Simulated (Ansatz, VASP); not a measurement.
**One calculation of HfO2, two programs**

POSCAR

```
HfO2
1.0
    0.0000000000      2.4785986729      2.5486393278
    2.4785986729      0.0000000000      2.5486393278
    2.4785986729      2.4785986729      0.0000000000
Hf O
1 2
Direct
    0.0000000000      0.0000000000      0.0000000000
    0.2500000000      0.2500000000      0.2500000000
    0.7500000000      0.7500000000      0.7500000000
```

File INCAR.step1:

```
SYSTEM = HfO2
PREC = Accurate
ENCUT = 520
ISMEAR = 0
SIGMA = 0.01
LREAL = .FALSE.
LASPH = .TRUE.
NELM = 100
NBANDS = 18
GGA = PE
ALGO = Normal
EDIFF = 1E-4
LWAVE = .TRUE.
LCHARG = .FALSE.
```

INCAR.step2

```
SYSTEM = HfO2
PREC = Accurate
ENCUT = 520
EDIFF = 1E-7
ISMEAR = 0
SIGMA = 0.01
LREAL = .FALSE.
LASPH = .TRUE.
NELM = 100
ALGO = Normal
ISIF = 2
LWAVE = .FALSE.
LCHARG = .FALSE.
METAGGA = R2SCAN
LMIXTAU = .TRUE.
NBANDS = 18
ISTART = 1
```

Contents of KPOINTS:

```
regular mesh
0
G
  8 8 8
  0 0 0
```

Input for Ansatz:

```yaml
crystal:
  lattice:
    - [0.0, 2.4785986729, 2.5486393278]
    - [2.4785986729, 0.0, 2.5486393278]
    - [2.4785986729, 2.4785986729, 0.0]
  atoms:
    - { symbol: Hf, position: [0.0, 0.0, 0.0] }
    - { symbol: O, position: [0.25, 0.25, 0.25] }
    - { symbol: O, position: [0.75, 0.75, 0.75] }
kpoints:
  mp_grid: { grid: [8, 8, 8] }
  band_path:
    path:
      - [0.0, 0.0, 0.0]
      - [0.5, 0.0, 0.5]
      - [0.625, 0.25, 0.625]
      - [0.375, 0.375, 0.75]
      - [0.5, 0.5, 0.5]
      - [0.5, 0.25, 0.75]
      - [0.0, 0.5, 0.5]
    npoints: 1
hamiltonian:
  xc: r2scan
scf:
  occupations: { method: fixed }
  n_extra_bands: 4
output:
  forces: true
  stress: true
  eigenvalues: true
```

Change from the starting cell: epitaxial_xy strain -2.0%.

Alike in both runs: task single point; functional r2SCAN; k mesh 8 × 8 × 8; no spin polarisation.

|  | VASP | Ansatz |
| --- | --- | --- |
| version | VASP 6.6.1 | Ansatz 0.2.0 |
| potentials or method | VASP PAW PBE potentials, release 64 (Hf_pv, O) | plane waves, PAW |
| plane-wave cutoff (eV) | 520 | 500 |
| occupations | gaussian, width 0.01 eV | fixed |
| valence electrons in the cell | 22 | 38 |

|  | VASP | Ansatz | Ansatz less VASP |
| --- | --- | --- | --- |
| gap on the k mesh at the Fermi level (eV) | 4.19 | 4.18 | -0.010 |
| pressure (GPa) | 5.2 | 9.5 | +4.30 |
| largest component of the traceless stress (GPa) | 9.74 | 9.56 | -0.177 |

One of these differences is far larger than is usual between the two programs; its cause wasn't traced. The two sets of potentials don't hold the same shells in valence.

Caveats: the PAW data sets were made with another functional, which shifts forces and pressure a little (VASP); spin-orbit coupling is left out, which moves the levels of the heavy elements. A k mesh can miss the band edges.
